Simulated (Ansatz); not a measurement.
# Si: the cost of one run

Program: Ansatz 0.2.0. Level of theory: DFT PBEsol, all-electron LAPW, scalar-relativistic unless said. These are calculated values, not measurements.

The COD entry's cell or inner coordinates are ideal or old and differ from later refinements, so a difference from it is no clean test against experiment.

1 further run of the same task is left out (it didn't finish).

### Step 1. Starting point

Symmetry: Fd-3m, No. 227, cubic system. Conventional cell: a = 5.433 Å, b = 5.433 Å, c = 5.433 Å, α = 90.00°, β = 90.00°, γ = 90.00°. Around Si (site symmetry -43m) lie 4 Si at 2.35 Å.

As a file:

```
Si
1.0
     0.00000    2.71673    2.71673
     2.71673    0.00000    2.71673
     2.71673    2.71673    0.00000
Si
2
Direct
  0.25000 0.25000 0.25000
  0.00000 0.00000 0.00000
```

Cartesian axes are those of the input's lattice vectors. The structure goes back to a database entry.

### Step 2. Reference run, fine mesh, LAPW

File input.yaml:

```yaml
crystal:
  lattice:
    - [0.0, 2.71672807639, 2.71672807639]
    - [2.71672807639, 0.0, 2.71672807639]
    - [2.71672807639, 2.71672807639, 0.0]
  atoms:
    - { symbol: Si, position: [0.25, 0.25, 0.25] }
    - { symbol: Si, position: [0.0, 0.0, 0.0] }
kpoints:
  mp_grid: { grid: [8, 8, 8] }
scf:
  occupations: { method: fixed }
hamiltonian:
  xc: pbesol
  pseudopotentials: { kind: all_electron, lapw: { basis_error: 0.001 } }
output:
  forces: true
  stress: true
  eigenvalues: true
  eigenstates:
    nscf_kmesh: { grid: [12, 12, 12] }
    de_dk: true
    e_range: [-9, 10.46458464297]
  optics:
    e_range: [0, 30]
    de: 0.2
    sigma: 0.15
    bands: { spectra_wanted_up_to: 30 }
    nscf_kmesh: { grid: [12, 12, 12] }
checkpoint:
  write: ck
  write_wavefunctions: false
```

The run is started by

```bash
ansatz run input.yaml --threads 1 --pin off --max-ram 3072MiB --backend cpu --events-out ev --progress --plain --runs-dir out
```

Q: Estimate wall time and peak memory on 1 thread of Arm Neoverse V2, shared host.

About 28 s, with a peak of 0.27 GiB.
